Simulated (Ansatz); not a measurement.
# Calculation log, ZnSe (F-43m) (quasi-harmonic thermal expansion)

Computed with PBEsol, PAW on Ansatz 0.2.0's default frozen-core files (fitted under PBE), scalar-relativistic; not a measurement.

Cell and atoms were relaxed beforehand by PAW with this functional.

Launched as:

```sh
ansatz run input.yaml --threads 2 --pin off --max-ram 5120MiB --backend cpu --events-out ev --progress --plain --runs-dir out
```

Input:

```yaml
crystal:
  lattice:
    - [0.0, 2.81659249979, 2.81659249979]
    - [2.81659249979, 0.0, 2.81659249979]
    - [2.81659249979, 2.81659249979, 0.0]
  atoms:
    - { symbol: Zn, position: [0.0, 0.0, 0.0] }
    - { symbol: Se, position: [0.75, 0.75, 0.75] }
kpoints:
  mp_grid: { grid: [8, 8, 8] }
scf:
  occupations: { method: fixed }
hamiltonian:
  xc: pbesol
  pseudopotentials: { kind: paw }
phonons:
  qmesh: [4, 4, 4]
  thermal_expansion: {}
  temperatures: { t_min: 0, t_max: 600, t_step: 50 }
```

The program printed:

```
Warning: phonons: the dynamical matrix that this run interpolates holds no multipole term above the dipole-dipole one, and a site of this crystal is no centre of inversion, so its interpolated transverse optical and acoustic branches and sound speeds can stay off near Gamma, and the density of states and the thermodynamics with them. What a run solves at a wave vector of phonons.qpoints, Gamma apart, where the deck ...
Warning: RAYON_NUM_THREADS=2 ignored (pool sized by the plan → 2); use --threads N
The last accepted step is kept in <dir> (removed where the run ends without a failure and the disk answers)
Engine: ansatz 0.2.0, aarch64-unknown-linux-gnu
Pseudopotentials: kind: paw
Pseudopotential: Zn, paw, valence charge 12, recommended cutoff 420 eV (normal), Zn.paw.azcp
Pseudopotential: Se, paw, valence charge 16, recommended cutoff 420 eV (normal), Se.paw.azcp
Functional definition: PBEsol
  exchange = pbesol_x
  correlation = pbesol_c
Crystal: 2 atoms, lattice volume = 44.689 Å³
Basis set: ecut = 487.2 eV, 1067 PW (Γ), exchange–correlation on 60×60×60 points (8 copies of the dense FFT grid, shifted against one another)
[... 88 lines left out ...]
   100.00    3.98917    3.98917    3.98917    44.8884 |    3.59    3.59    3.59   10.76 |   19.65 |    33.250    33.230 |    63.75    63.78
   200.00    3.99142    3.99142    3.99142    44.9642 |    6.92    6.92    6.92   20.76 |   22.53 |    44.637    44.490 |    62.64    62.85
   298.15    3.99437    3.99437    3.99437    45.0639 |    7.97    7.97    7.97   23.91 |       - |    47.622    47.338 |    61.49    61.86
   350.00    3.99605    3.99605    3.99605    45.1210 |    8.29    8.29    8.29   24.88 |   24.43 |    48.379    48.020 |    60.88    61.33
   450.00    3.99946    3.99946    3.99946    45.2367 |    8.76    8.76    8.76   26.27 |   25.25 |    49.255    48.750 |    59.69    60.31
   550.00    4.00304    4.00304    4.00304    45.3582 |    9.12    9.12    9.12   27.37 |   25.93 |    49.785    49.126 |    58.49    59.28
   600.00    4.00489    4.00489    4.00489    45.4209 |    9.29    9.29    9.29   27.88 |   26.25 |    49.987    49.249 |    57.90    58.77
  the static fit leaves 0.002 meV an atom of the energies and, of the stresses, 0.000 GPa of each cell's largest along a strain (root mean squares over the cells), whose Pulay part it has at -0.018 GPa
  vibrations' free energy: its fit passes through its cells
  the electrons' free energy at temperature is not in it: every band gap is over 0.62 eV
  free energies summed between the sampled wave vectors
  estimated error of the fitted expansion in any direction: up to 0.050e-6/K, at 600 K, with few degrees of freedom (an estimate, not a bound: it was exceeded on models of known expansion)
  by sums over the sampled wave vectors an expansion of the volume parts by up to 0.89e-6/K
  by a static energy of one degree less an expansion of the volume parts by up to 0.01e-6/K
  band gaps on the cells' k-points are 1.112 to 1.359 eV
```

The calculation finished and met its thresholds.

Thermal expansion:

Quasi-harmonic lattice of a crystal by Kohn-Sham DFT: finite-displacement phonons on strained cells about the given cell, electrons' free energy included in metals.

```
temperature (K)  volume expansion coefficient (×10⁻⁶/K)  volume over given cell less one (%)  heat capacity constant pressure (k_B/atom)  isothermal bulk modulus (GPa)  grueneisen parameter
             50                                 -0.6126                               0.4198                                       1.003                          64.14              -0.06366
            100                                   10.76                               0.4459                                           2                          63.75                 0.558
            150                                   17.41                               0.5187                                       2.467                          63.21                0.7272
            200                                   20.76                               0.6155                                       2.684                          62.64                0.7916
            250                                   22.69                               0.7253                                       2.798                          62.06                 0.824
            300                                   23.95                                0.843                                       2.866                          61.47                0.8436
            350                                   24.88                               0.9663                                       2.909                          60.88                0.8571
            400                                   25.63                                1.094                                        2.94                          60.28                0.8675
            450                                   26.27                                1.225                                       2.962                          59.69                 0.876
            500                                   26.84                                 1.36                                        2.98                          59.09                0.8835
            550                                   27.37                                1.497                                       2.994                          58.49                0.8902
            600                                   27.88                                1.637                                       3.006                           57.9                0.8965
```

Keep in mind: frozen-core PAW files fitted under PBE, their cores solved anew for the functional of the run; expansion moves with the q mesh.

Time and hardware: 73 min on 2 threads of Arm Neoverse V1, on a shared host, peak memory 1.3 GiB.
